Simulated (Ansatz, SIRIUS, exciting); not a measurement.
# Al: programs and potentials compared

```xyz
1
Lattice="-1.5912 1.5912 1.5912 1.5912 -1.5912 1.5912 1.5912 1.5912 -1.5912" Properties=species:S:1:pos:R:3 pbc="T T T"
Al    0.0000    0.0000    0.0000
```

This isn't the form of Al at room conditions, which is fcc.

Alike in all runs: task equation of state; functional PBEsol; k mesh 12 × 12 × 12; occupations fermi-dirac, width 0.05 eV; no spin polarisation; no spin-orbit coupling.

```tsv
program and potentials	plane-wave cutoff (eV)	notes	equilibrium volume (Å³/atom)	bulk modulus (GPa)
Ansatz, Ansatz PAW	420	potentials made for PBE, which Ansatz adapts in part	16.59	73.3
exciting, all-electron LAPW+lo, shipped species files, valence relativity iora*	-	-	?	?
Ansatz, all-electron LAPW, scalar-relativistic	-	-	16.59	73.2
SIRIUS, PseudoDojo 0.4.1 PBEsol standard (scalar relativistic)	557	-	16.56	73.7
```

Problem. Estimate from the other rows what the run with exciting, all-electron LAPW+lo, shipped species files, valence relativity iora* gave.

Solution. Equilibrium volume 16.60 Å³/atom; bulk modulus 73.1 GPa. The other rows, which needn't bracket it: equilibrium volume 16.56 to 16.59; bulk modulus 73.2 to 73.7.
